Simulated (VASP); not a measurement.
Here is a VASP 6.6.1 calculation.

The input INCAR:

```
ALGO = Normal
EDIFF = 1E-6
ENCUT = 520
GGA = CA
ISIF = 2
ISMEAR = -1
ISYM = 0
LASPH = T
LCHARG = F
LREAL = F
LWAVE = F
NBANDS = 15
NELM = 80
PREC = Accurate
SIGMA = 0.2
```

KPOINTS

```
Automatic mesh
0
Gamma
  7 7 5
  0.5 0.5 0.5
```

The input POSCAR:

```
HfB2
1.0
    3.1400000000      0.0000000000      0.0000000000
   -1.5700000000      2.7193200000      0.0000000000
    0.0000000000      0.0000000000      3.4800000000
Hf B
1 2
Direct
    0.0000000000      0.0000000000      0.0000000000
    0.3333333333      0.6666666667      0.5000000000
    0.6666666667      0.3333333333      0.5000000000
```

Potentials or basis: VASP PAW LDA potentials, release 64 (Hf_pv, B).

Launch:

```console
$ cat potpaw_LDA.64/Hf_pv/POTCAR potpaw_LDA.64/B/POTCAR > POTCAR
$ mpirun -np 1 vasp_std > vasp.out
```

Q: Predict the band gap on the k mesh.

A: None (metal or under the smearing width).

Q: Predict the pressure.

A: -9.6 GPa.

Stress tensor (GPa, compression positive):
```
 -9.23   0.00   0.00
  0.00  -9.23   0.00
  0.00   0.00 -10.29
```

Caveat: the k mesh is coarse (spacing up to 0.36 Å⁻¹), so the values aren't converged. Spin-orbit coupling is left out, which matters for the levels of Hf.
